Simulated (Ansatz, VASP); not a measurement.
## One calculation of CdTe, two programs

```
CELL_PARAMETERS angstrom
0.00000 3.27882 3.27882
3.27882 0.00000 3.27882
3.27882 3.27882 0.00000
ATOMIC_POSITIONS crystal
Cd 0.00000 0.00000 0.00000
Te 0.25000 0.25000 0.25000
```

Alike in both runs: functional r2SCAN; k mesh 8 × 8 × 8; no spin polarisation.

Ansatz relaxed the structure, and its values are those at the end. VASP's run is a single point on that final structure, the one shown.

|  | VASP | Ansatz |
| --- | --- | --- |
| version | VASP 6.6.1 | Ansatz 0.2.0 |
| potentials or method | VASP PAW PBE potentials, release 64 (Cd, Te) | scalar-relativistic, plane waves, PAW |
| plane-wave cutoff (eV) | 520 | 500 |
| occupations | gaussian, width 0.01 eV | fixed |
| valence electrons in the cell | 18 | 36 |

```csv
,VASP,Ansatz,Ansatz less VASP
gap on the k mesh at the Fermi level (eV),1.16,1.17,+0.008
least direct gap on the mesh (eV),1.16,1.17,+0.008
pressure (GPa),0.1,0.0,-0.10
```

The two sets of potentials don't hold the same shells in valence.

Caveats: the PAW data sets were made with another functional, which shifts forces and pressure a little (VASP); spin-orbit coupling is left out, which moves the levels of the heavy elements.
